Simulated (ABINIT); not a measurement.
# InPd (Pm-3m) in ABINIT: a series of runs

The runs below take InPd through single point, with PBE+D3, PBEsol.

Everything below comes from runs of ABINIT 10.8.3 (patched build). Logs are shortened: lines on timing, memory, paths and dates and some standing lists are left out, and cuts for length are marked. The log counts tension as positive stress, the text compression.

## (1) The crystal as given

It takes space group Pm-3m (No. 221, cubic). The conventional cell has a = 3.272 Å, b = 3.272 Å, c = 3.272 Å, α = 90.00°, β = 90.00°, γ = 90.00°. Around In (site symmetry m-3m) lie 8 Pd at 2.83 Å. Pd (site symmetry m-3m) has 8 In at 2.83 Å as nearest neighbours.

The cell comes from a database or a generator and needn't be the stable form of this composition.

## (2) Single point, PBE+D3 (cell stretched)

Contents of run.abi:

```
pp_dirpath "./"
pseudos "In.upf, Pd.upf"

acell 3*1.0 Angstrom
rprim
     3.3149408331     0.0000000000     0.0000000000
     0.0000000000     3.3149408331     0.0000000000
     0.0000000000     0.0000000000     3.3149408331
ntypat 2
znucl 49 46
natom 2
typat 1 2
xcart
     0.0000000000     0.0000000000     0.0000000000
     1.6574704166     1.6574704166     1.6574704166 Angstrom
chkprim 0
chksymtnons 0
tolsym 1.0e-6

ecut 35.0

kptopt 1
ngkpt 6 6 6
nshiftk 1
shiftk 0.0 0.0 0.0

ixc 11
vdw_xc 6

nband 20
occopt 3
tsmear 0.05 eV

nstep 100
tolvrs 1.0e-10

iomode 3
prtwf 0
prtden 0
prteig 0
prtebands 0
```

Potentials or basis: PseudoDojo NC SR PBE v0.4.1 standard.

Launch:

```bash
$ abinit run.abi > log 2>&1
```

run.abo:

```text
.Version 10.8.3 of ABINIT
 Symmetries : space group Pm -3 m (#221); Bravais cP (primitive cubic)
================================================================================
 Values of the parameters that define the memory need of the present run
     intxc =       0    ionmov =       0      iscf =       7    lmnmax =       6
     lnmax =       6     mgfft =      36  mpssoang =       3    mqgrid =    3001
     natom =       2  nloc_mem =       1    nspden =       1   nspinor =       1
    nsppol =       1      nsym =      48    n1xccc =    2501    ntypat =       2
    occopt =       3   xclevel =       2
       mpw =        2449          nfft =       46656          nkpt =          20
================================================================================
================================================================================

--------------------------------------------------------------------------------
------------- Echo of variables that govern the present computation ------------
--------------------------------------------------------------------------------
 -outvars: echo values of preprocessed input variables --------
            acell      1.8897261259E+00  1.8897261259E+00  1.8897261259E+00 Bohr
              amu      1.14820000E+02  1.06420000E+02
          chkprim           0
      chksymtnons           0
             ecut      3.50000000E+01 Hartree
              ixc          11
         kptrlatt        6    0    0      0    6    0      0    0    6
          kptrlen      3.75859818E+01
            natom           2
            nband          20
            ngfft          36      36      36
             nkpt          20
            nstep         100
             nsym          48
           ntypat           2
           occopt           3
           prtden           0
        prtebands           0
           prteig           0
            prtwf           0
            rprim      3.3149408331E+00  0.0000000000E+00  0.0000000000E+00
                       0.0000000000E+00  3.3149408331E+00  0.0000000000E+00
                       0.0000000000E+00  0.0000000000E+00  3.3149408331E+00
          spgroup         221
           tolsym      1.00000000E-06
           tolvrs      1.00000000E-10
           tsmear      1.83746611E-03 Hartree
            typat      1  2
           vdw_xc           6
           xangst      0.0000000000E+00  0.0000000000E+00  0.0000000000E+00
                       1.6574704166E+00  1.6574704166E+00  1.6574704166E+00
            xcart      0.0000000000E+00  0.0000000000E+00  0.0000000000E+00
                       3.1321651491E+00  3.1321651491E+00  3.1321651491E+00
             xred      0.0000000000E+00  0.0000000000E+00  0.0000000000E+00
                       5.0000000000E-01  5.0000000000E-01  5.0000000000E-01
            znucl       49.00000   46.00000

================================================================================

 chkinp: Checking input parameters for consistency.

================================================================================
== DATASET  1 ==================================================================

--- !DatasetInfo
iteration_state: {dtset: 1, }
dimensions: {natom: 2, nkpt: 20, mband: 20, nsppol: 1, nspinor: 1, nspden: 1, mpw: 2449, }
cutoff_energies: {ecut:  35.0, pawecutdg:  -1.0, }
electrons: {nelect:   3.10000000E+01, charge:   0.00000000E+00, occopt:   3.00000000E+00, tsmear:   1.83746611E-03, }
meta: {optdriver: 0, ionmov: 0, optcell: 0, iscf: 7, paral_kgb: 0, }
...

 Exchange-correlation functional for the present dataset will be:
  GGA: Perdew-Burke-Ernzerhof functional - ixc=11
  J.P.Perdew, K.Burke, M.Ernzerhof, PRL 77, 3865 (1996)

 Real(R)+Recip(G) space primitive vectors, cartesian coordinates (Bohr,Bohr^-1):
 R(1)=  6.2643303  0.0000000  0.0000000  G(1)=  0.1596340  0.0000000  0.0000000
 R(2)=  0.0000000  6.2643303  0.0000000  G(2)=  0.0000000  0.1596340  0.0000000
 R(3)=  0.0000000  0.0000000  6.2643303  G(3)=  0.0000000  0.0000000  0.1596340
 Unit cell volume ucvol=  2.4582381E+02 bohr^3
 Angles (23,13,12)=  9.00000000E+01  9.00000000E+01  9.00000000E+01 degrees

 getcut: wavevector=  0.0000  0.0000  0.0000  ngfft=  36  36  36
         ecut(hartree)=     35.000   => boxcut(ratio)=   2.15789

--- Pseudopotential description ------------------------------------------------
- pspini: atom type   1  psp file is ./In.upf
12 -101130 2 -1 1964                          pspcod,pspxc,lmax,lloc,mmax
     nproj     2     2     2

- pspini: atom type   2  psp file is ./Pd.upf
12 -101130 2 -1 1252                          pspcod,pspxc,lmax,lloc,mmax
     nproj     2     2     2

   1.59398818E+03                                ecore*ucvol(ha*bohr**3)
--------------------------------------------------------------------------------

================================================================================

--- !BeginCycle
iteration_state: {dtset: 1, }
solver: {iscf: 7, nstep: 100, nline: 4, wfoptalg: 0, }
tolerances: {tolvrs: 1.00E-10, }
...

     iter   Etot(hartree)      deltaE(h)  residm     vres2
 ETOT  1  -201.13854243532    -2.011E+02 3.260E-01 1.660E+03
 ETOT  2  -201.04378897415     9.475E-02 5.981E-02 4.118E+03
 ETOT  3  -201.95351222410    -9.097E-01 1.436E-02 2.405E+02
 ETOT  4  -201.99091649308    -3.740E-02 4.612E-03 6.496E+01
 ETOT  5  -202.00481379270    -1.390E-02 1.763E-03 7.873E-01
 ETOT  6  -202.00494108297    -1.273E-04 1.429E-03 1.010E-01
 ETOT  7  -202.00496187068    -2.079E-05 4.502E-03 1.115E-03
 ETOT  8  -202.00496211353    -2.428E-07 1.527E-03 2.205E-06
 ETOT  9  -202.00496211423    -7.056E-10 6.885E-03 2.753E-07
 ETOT 10  -202.00496211429    -5.386E-11 9.251E-04 1.509E-09
 ETOT 11  -202.00496211429    -7.049E-12 3.164E-03 5.443E-12

 At SCF step   11       vres2   =  5.44E-12 < tolvrs=  1.00E-10 =>converged.

 Cartesian components of stress tensor (hartree/bohr^3)
  sigma(1 1)=  1.88708582E-04  sigma(3 2)=  0.00000000E+00
  sigma(2 2)=  1.88708582E-04  sigma(3 1)=  0.00000000E+00
  sigma(3 3)=  1.88708582E-04  sigma(2 1)=  0.00000000E+00

--- !ResultsGS
iteration_state: {dtset: 1, }
comment   : Summary of ground state results
lattice_vectors:
- [  6.2643303,   0.0000000,   0.0000000, ]
- [  0.0000000,   6.2643303,   0.0000000, ]
- [  0.0000000,   0.0000000,   6.2643303, ]
lattice_lengths: [   6.26433,    6.26433,    6.26433, ]
lattice_angles: [ 90.000,  90.000,  90.000, ] # degrees, (23, 13, 12)
lattice_volume:   2.4582381E+02
convergence: {deltae: -7.049E-12, res2:  5.443E-12, residm:  3.164E-03, diffor: null, }
etotal    :  -2.02004962E+02
entropy   :   0.00000000E+00
fermie    :   3.84663936E-01
cartesian_stress_tensor: # hartree/bohr^3
- [  1.88708582E-04,   0.00000000E+00,   0.00000000E+00, ]
- [  0.00000000E+00,   1.88708582E-04,   0.00000000E+00, ]
- [  0.00000000E+00,   0.00000000E+00,   1.88708582E-04, ]
pressure_GPa:  -5.5520E+00
xred      :
- [  0.0000E+00,   0.0000E+00,   0.0000E+00, In]
- [  5.0000E-01,   5.0000E-01,   5.0000E-01, Pd]
cartesian_forces: # hartree/bohr
- [ -0.00000000E+00,  -0.00000000E+00,  -0.00000000E+00, ]
- [ -0.00000000E+00,  -0.00000000E+00,  -0.00000000E+00, ]
force_length_stats: {min:   0.00000000E+00, max:   0.00000000E+00, mean:   0.00000000E+00, }
...

 Integrated electronic density in atomic spheres:
 ------------------------------------------------
 Atom  Sphere_radius  Integrated_density
    1        2.00000          9.89314112
    2        2.00000         15.32648647
================================================================================

 ----iterations are completed or convergence reached----

 Mean square residual over all n,k,spin=   98.960E-07; max=  31.641E-04
 reduced coordinates (array xred) for    2 atoms
       0.000000000000      0.000000000000      0.000000000000
       0.500000000000      0.500000000000      0.500000000000
 rms dE/dt=  0.0000E+00; max dE/dt=  0.0000E+00; dE/dt below (all hartree)
    1       0.000000000000      0.000000000000      0.000000000000
    2       0.000000000000      0.000000000000      0.000000000000

 cartesian coordinates (angstrom) at end:
    1      0.00000000000000     0.00000000000000     0.00000000000000
    2      1.65747041655000     1.65747041655000     1.65747041655000

 cartesian forces (hartree/bohr) at end:
    1     -0.00000000000000    -0.00000000000000    -0.00000000000000
    2     -0.00000000000000    -0.00000000000000    -0.00000000000000
 frms,max,avg= 0.0000000E+00 0.0000000E+00   0.000E+00  0.000E+00  0.000E+00 h/b

 cartesian forces (eV/Angstrom) at end:
    1     -0.00000000000000    -0.00000000000000    -0.00000000000000
    2     -0.00000000000000    -0.00000000000000    -0.00000000000000
 frms,max,avg= 0.0000000E+00 0.0000000E+00   0.000E+00  0.000E+00  0.000E+00 e/A
 length scales=  1.889726125908  1.889726125908  1.889726125908 bohr
              =  1.000000000000  1.000000000000  1.000000000000 angstroms
 Fermi (or HOMO) energy (hartree) =   0.38466   Average Vxc (hartree)=  -0.45773
 Eigenvalues (hartree) for nkpt=  20  k points:
 kpt#   1, nband= 20, wtk=  0.00463, kpt=  0.0000  0.0000  0.0000 (reduced coord)
  -2.72051   -1.46185   -1.46185   -1.46185   -0.16340   -0.16340   -0.15009   -0.15009
  -0.15009    0.02560    0.24917    0.24917    0.30223    0.30223    0.30223    0.53741
   0.53741    0.53741    0.71144    0.76225
      occupation numbers for kpt#   1
   2.00000    2.00000    2.00000    2.00000    2.00000    2.00000    2.00000    2.00000
   2.00000    2.00000    2.00000    2.00000    2.00000    2.00000    2.00000    0.00000
   0.00000    0.00000    0.00000    0.00000
 prteigrs : prtvol=0 or 1, do not print more k-points.

--- !EnergyTerms
iteration_state     : {dtset: 1, }
comment             : Components of total free energy in Hartree
kinetic             :  8.76156266648272E+01
hartree             :  4.23551401162525E+01
xc                  : -4.12750444462351E+01
Ewald energy        : -1.41602821604222E+02
psp_core            :  6.48427090535942E+00
local_psp           : -1.41907196895519E+02
non_local_psp       : -1.36447527236346E+01
VdWaals_dft_d       : -2.99355488058617E-02
internal            : -2.02004713531977E+02
'-kT*entropy'       : -2.48582315236030E-04
total_energy        : -2.02004962114293E+02
total_energy_eV     : -5.49683504769678E+03
band_energy         : -1.23988642084541E+01
...

 Cartesian components of stress tensor (hartree/bohr^3)
  sigma(1 1)=  1.88708582E-04  sigma(3 2)=  0.00000000E+00
  sigma(2 2)=  1.88708582E-04  sigma(3 1)=  0.00000000E+00
  sigma(3 3)=  1.88708582E-04  sigma(2 1)=  0.00000000E+00

-Cartesian components of stress tensor (GPa)         [Pressure= -5.5520E+00 GPa]
- sigma(1 1)=  5.55199816E+00  sigma(3 2)=  0.00000000E+00
- sigma(2 2)=  5.55199816E+00  sigma(3 1)=  0.00000000E+00
- sigma(3 3)=  5.55199816E+00  sigma(2 1)=  0.00000000E+00

== END DATASET(S) ==============================================================
================================================================================

 -outvars: echo values of variables after computation  --------
            acell      1.8897261259E+00  1.8897261259E+00  1.8897261259E+00 Bohr
           etotal     -2.0200496211E+02
            fcart     -0.0000000000E+00 -0.0000000000E+00 -0.0000000000E+00
                      -0.0000000000E+00 -0.0000000000E+00 -0.0000000000E+00
            rprim      3.3149408331E+00  0.0000000000E+00  0.0000000000E+00
                       0.0000000000E+00  3.3149408331E+00  0.0000000000E+00
                       0.0000000000E+00  0.0000000000E+00  3.3149408331E+00
           strten      1.8870858192E-04  1.8870858192E-04  1.8870858192E-04
                       0.0000000000E+00  0.0000000000E+00  0.0000000000E+00
           xangst      0.0000000000E+00  0.0000000000E+00  0.0000000000E+00
                       1.6574704166E+00  1.6574704166E+00  1.6574704166E+00
             xred      0.0000000000E+00  0.0000000000E+00  0.0000000000E+00
                       5.0000000000E-01  5.0000000000E-01  5.0000000000E-01
 Calculation completed.
```

It took 32 s on 1 thread of Arm Neoverse V1, shared host; peak memory 0.08 GiB.

Results:

```
Free energy                                           : -5496.8350 eV
Band gap on the k mesh                                : none (metal or under the smearing width)
Valence electrons inside the program's atomic spheres : In 9.89; Pd 15.33
```

Caveat: the cutoff is too short for stress, so the log's stress isn't used; pairwise dispersion overbinds metals, which lowers pressure and volume.

## (3) Single point, PBEsol

Contents of run.abi:

```
# Pseudopotentials
pp_dirpath "./"
pseudos "In.upf, Pd.upf"

# Structure
acell 3.27188478 3.27188478 3.27188478 Angstrom
rprim
     1.0000000000     0.0000000000     0.0000000000
     0.0000000000     1.0000000000     0.0000000000
     0.0000000000     0.0000000000     1.0000000000
ntypat 2
znucl 49 46
natom 2
typat 1 2
xred
     0.0000000000     0.0000000000     0.0000000000
     0.5000000000     0.5000000000     0.5000000000

# Plane-wave basis
ecut 1006.821291 eV

# k points
kptopt 1
ngkpt 6 6 6
nshiftk 1
shiftk 0.0 0.0 0.0

# Exchange and correlation
ixc -116133

# Bands and occupations
nband 20
occopt 3
tsmear 0.00183747

# SCF cycle
nstep 100
tolvrs 1.0e-10

# Output
iomode 3
prtwf 0
prtden 0
prteig 0
prtebands 0
enunit 1
```

Potentials or basis: PseudoDojo NC SR PBEsol v0.4.1 standard.

Launch:

```bash
$ mpirun --bind-to none -np 4 abinit run.abi > log 2>&1
```

It took 14 s on 4 MPI ranks of Intel Xeon Platinum 8488C (Sapphire Rapids), shared host; peak memory 0.24 GiB.

The run converged. Its results:

```yaml
Free_energy: -5474.8384 eV
Pressure: -2.9 GPa
Band_gap_on_the_k_mesh: none (metal or under the smearing width)
Valence_electrons_inside_the_program's_atomic_spheres: In 9.89; Pd 15.30
```

Levels at points of the mesh, in eV from the Fermi level:
| k point | band 11 | band 12 | band 13 | band 14 | band 15 | band 16 | band 17 | band 18 | band 19 | band 20 |
| --- | --- | --- | --- | --- | --- | --- | --- | --- | --- | --- |
| (0.00, 0.00, 0.00) | -3.86 | -3.86 | -2.31 | -2.31 | -2.31 | 4.19 | 4.19 | 4.19 | 9.34 | 10.56 |
| (0.50, 0.00, 0.00) | -6.07 | -3.84 | -3.30 | -3.30 | -2.38 | -1.15 | 9.50 | 9.50 | 9.92 | 10.79 |
| (0.50, 0.50, 0.00) | -3.54 | -2.72 | -2.72 | -2.37 | -2.37 | -1.73 | 1.41 | 2.41 | 9.43 | 11.45 |
| (0.50, 0.50, 0.50) | -4.91 | -4.91 | -1.69 | -1.69 | -0.13 | 3.74 | 3.74 | 3.74 | 4.38 | 4.38 |

## (4) Single point, PBEsol

Contents of run.abi:

```
pp_dirpath "./"
pseudos "In.upf, Pd.upf"

acell 3*1.0 Angstrom
rprim
     3.2718847800     0.0000000000     0.0000000000
     0.0000000000     3.2718847800     0.0000000000
     0.0000000000     0.0000000000     3.2718847800
ntypat 2
znucl 49 46
natom 2
typat 1 2
xred
     0.0000000000     0.0000000000     0.0000000000
     0.5000000000     0.5000000000     0.5000000000

ecut 37.0

kptopt 1
ngkpt 6 6 6
nshiftk 1
shiftk 0.0 0.0 0.0

ixc -116133

nband 20
occopt 3
tsmear 0.05 eV

nstep 100
tolvrs 1.0e-10

iomode 3
prtwf 0
prtden 0
prteig 0
prtebands 0
enunit 1
```

Potentials or basis: PseudoDojo NC SR PBEsol v0.4.1 standard.

Launch:

```bash
$ mpirun --bind-to none -np 4 abinit run.abi > log 2>&1
```

run.abo:

```text
.Version 10.8.3 of ABINIT
 Symmetries : space group Pm -3 m (#221); Bravais cP (primitive cubic)
================================================================================
 Values of the parameters that define the memory need of the present run
     intxc =       0    ionmov =       0      iscf =       7    lmnmax =       6
     lnmax =       6     mgfft =      36  mpssoang =       3    mqgrid =    3001
     natom =       2  nloc_mem =       1    nspden =       1   nspinor =       1
    nsppol =       1      nsym =      48    n1xccc =    2501    ntypat =       2
    occopt =       3   xclevel =       2
       mpw =        2562          nfft =       46656          nkpt =          20
================================================================================
================================================================================

--------------------------------------------------------------------------------
------------- Echo of variables that govern the present computation ------------
[... 193 lines left out ...]
- sigma(2 2)=  2.85607227E+00  sigma(3 1)=  0.00000000E+00
- sigma(3 3)=  2.85607227E+00  sigma(2 1)=  0.00000000E+00

== END DATASET(S) ==============================================================
================================================================================

 -outvars: echo values of variables after computation  --------
            acell      1.8897261259E+00  1.8897261259E+00  1.8897261259E+00 Bohr
           etotal     -2.0119660099E+02
            fcart     -0.0000000000E+00 -0.0000000000E+00 -0.0000000000E+00
                      -0.0000000000E+00 -0.0000000000E+00 -0.0000000000E+00
            rprim      3.2718847800E+00  0.0000000000E+00  0.0000000000E+00
                       0.0000000000E+00  3.2718847800E+00  0.0000000000E+00
                       0.0000000000E+00  0.0000000000E+00  3.2718847800E+00
           strten      9.7075923382E-05  9.7075923382E-05  9.7075923382E-05
                       0.0000000000E+00  0.0000000000E+00  0.0000000000E+00
           xangst      0.0000000000E+00  0.0000000000E+00  0.0000000000E+00
                       1.6359423900E+00  1.6359423900E+00  1.6359423900E+00
             xred      0.0000000000E+00  0.0000000000E+00  0.0000000000E+00
                       5.0000000000E-01  5.0000000000E-01  5.0000000000E-01
 Calculation completed.
```

It took 6.2 s on 4 MPI ranks of AMD EPYC 9R45 (Zen 5), shared host; peak memory 0.28 GiB.

What came out:

| Item | Value |
| --- | --- |
| Free energy | -5474.8384 eV |
| Pressure | -2.9 GPa |
| Band gap on the k mesh | none (metal or under the smearing width) |
| Valence electrons inside the program's atomic spheres | In 9.89; Pd 15.30 |
